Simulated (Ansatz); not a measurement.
Crystal: Ti.

```xyz
3
Lattice="4.5674 0.0000 0.0000 -2.2837 3.9555 0.0000 0.0000 0.0000 2.8262" Properties=species:S:1:pos:R:3 pbc="T T T"
Ti    2.2837    1.3185    1.4131
Ti    0.0000    2.6370    1.4131
Ti    0.0000    0.0000    0.0000
```

This isn't the form of Ti at room conditions, which is hcp.

- Program: Ansatz 0.2.0
- Task: relaxation of cell and atoms
- Functional: PBE
- Dispersion: D3(BJ)
- Potentials or basis: Ansatz PAW
- Cutoff: 420 eV (not typed: the program's choice for these potentials)
- k mesh: 7 × 7 × 9
- Occupations: fermi-dirac, width 0.05 eV
- Spin: no spin polarisation

At the start: volume 17.02 Å³/atom.

Q: Where does the relaxation end?

A: It ends after 6 steps and the volume is 16.24 Å³/atom (-4.6 %); space group P6/mmm (No. 191, to 0.05 Å).

Step by step:
| step | energy change (eV) | largest force (eV/Å) | volume (Å³) |
| --- | --- | --- | --- |
| 1 | 0.0000 | 0.0000 | 51.06 |
| 2 | -0.0060 | 0.0000 | 46.80 |
| 3 | -0.0394 | 0.0000 | 48.86 |
| 4 | -0.0396 | 0.0000 | 48.74 |
| 5 | -0.0396 | 0.0000 | 48.73 |
| 6 | -0.0393 | 0.0000 | 48.73 |

Final structure:
```xyz
3
Lattice="4.4955 0.0000 0.0000 -2.2477 3.8932 0.0000 0.0000 0.0000 2.7843" Properties=species:S:1:pos:R:3 pbc="T T T"
Ti    2.2477    1.2977    1.3921
Ti    0.0000    2.5955    1.3921
Ti    0.0000    0.0000    0.0000
```

Caveat: the plane-wave basis is chosen anew once the cell has moved, so the energies of steps on either side of that aren't comparable; pairwise dispersion overbinds metals, which lowers pressure and volume.
